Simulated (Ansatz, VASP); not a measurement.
This is a calculation of Au (Gold) for VASP 6.6.1. 

The input INCAR:

```
SYSTEM = Au
ALGO = Fast
EDIFF = 1E-6
EDIFFG = -0.005
ENCUT = 600
GGA = PS
IBRION = 2
ISIF = 3
ISMEAR = -1
IVDW = 13
LASPH = .TRUE.
LCHARG = .FALSE.
LREAL = .FALSE.
LWAVE = .FALSE.
NELM = 80
NSW = 60
PREC = Accurate
SIGMA = 0.05
```

The input KPOINTS:

```
k-points
0
G
  11 11 11
  0 0 0
```

Contents of POSCAR:

```
Au
1.0
    0.0000000000      2.0350000000      2.0350000000
    2.0350000000      0.0000000000      2.0350000000
    2.0350000000      2.0350000000      0.0000000000
Au
1
Direct
    0.0000000000      0.0000000000      0.0000000000
```

Potentials or basis: VASP PAW PBE potentials, release 64 (Au).

Command:

```console
$ cat potpaw_PBE.64/Au/POTCAR > POTCAR
$ mpirun -np 1 vasp_std > vasp.out
```

**Question.** What does the same run look like in Ansatz 0.2.0? Potentials or basis there: all-electron LAPW, scalar-relativistic.

**Answer.** As run (cutoffs and basis follow the program's own potentials, and thresholds, step limits or extra output files can differ):

File input.yaml:

```yaml
crystal:
  lattice:
    - [0.0, 2.035, 2.035]
    - [2.035, 0.0, 2.035]
    - [2.035, 2.035, 0.0]
  atoms:
    - { symbol: Au, position: [0.0, 0.0, 0.0] }
kpoints:
  mp_grid: { grid: [11, 11, 11] }
scf:
  occupations: { method: fermi_dirac, width: 0.05 }
hamiltonian:
  xc: pbesol
  dispersion: d4
  pseudopotentials: { kind: all_electron, lapw: { basis_error: 0.001 } }
output:
  forces: true
  stress: true
relax:
  f_tol: 0.02
  max_steps: 60
  cell: {}
```

Potentials or basis: all-electron LAPW, scalar-relativistic.

Run with:

```sh
$ ansatz run input.yaml --threads 1 --pin off --max-ram 3072MiB --backend cpu --events-out ev --progress --plain --runs-dir out
```

Both were run:

|  | VASP | Ansatz |
| --- | --- | --- |
| Relaxed volume | 16.67 Å³/atom | 16.69 Å³/atom |
| Relaxed cell | a = 2.868 Å, b = 2.868 Å, c = 2.868 Å, α = 60.00°, β = 60.00°, γ = 60.00° | a = 2.868 Å, b = 2.868 Å, c = 2.868 Å, α = 60.00°, β = 60.00°, γ = 60.00° |
| Space group after relaxing | Fm-3m (No. 225) | Fm-3m (No. 225) |
| Pressure after relaxing | 0.0 GPa | 0.0 GPa |

VASP's potentials were made for PBE.

Where Ansatz's input types no cutoff or centring, it takes its own default and a Γ-centred mesh.

Pressure is positive in compression.
